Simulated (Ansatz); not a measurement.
**GaSe: pressure against volume**

Reference cell: an entry of the Crystallography Open Database (COD), its atoms then relaxed with PBE in this cell.

Space group P6_3/mmc (No. 194); a = 3.7500, c = 15.9200 Å, γ = 120.00°.

```
site  Wyckoff  site symmetry       x       y       z
  Ga       4f            3m.  0.3333  0.6667  0.9277
  Se       4f            3m.  0.3333  0.6667  0.1564
```

One atom of each set is listed.

Method: Kohn–Sham DFT in Ansatz, PBE, plane waves and PAW, scalar-relativistic, 420 eV cutoff, Γ-centred 14×14×3 k-points, Fermi–Dirac smearing 0.05 eV.

The cell is scaled uniformly, and the ions relax again at each size.

| V/V₀ | pressure (GPa) |
| --- | --- |
| 0.94 | 3.2 |
| 0.96 | 2.3 |
| 0.98 | 1.6 |
| 1.00 | 0.9 |
| 1.02 | ? |
| 1.04 | -0.2 |
| 1.06 | -0.7 |

Task: Estimate the row at V/V₀ = 1.02, the equilibrium volume and the bulk modulus.

Result: pressure (GPa): 0.3. Worked: a parabola in ln(V/V₀) through the other 6 rows gives 0.3 GPa there. It crosses zero pressure at V/V₀ = 1.031, the equilibrium volume of this functional, where the bulk modulus is B = −dP/d ln V = 26 GPa. The shape of the cell is held, so in this non-cubic crystal both values are those of uniform scaling, and B is an upper bound to the hydrostatic one. No dispersion correction is included, which matters between the layers of this solid.
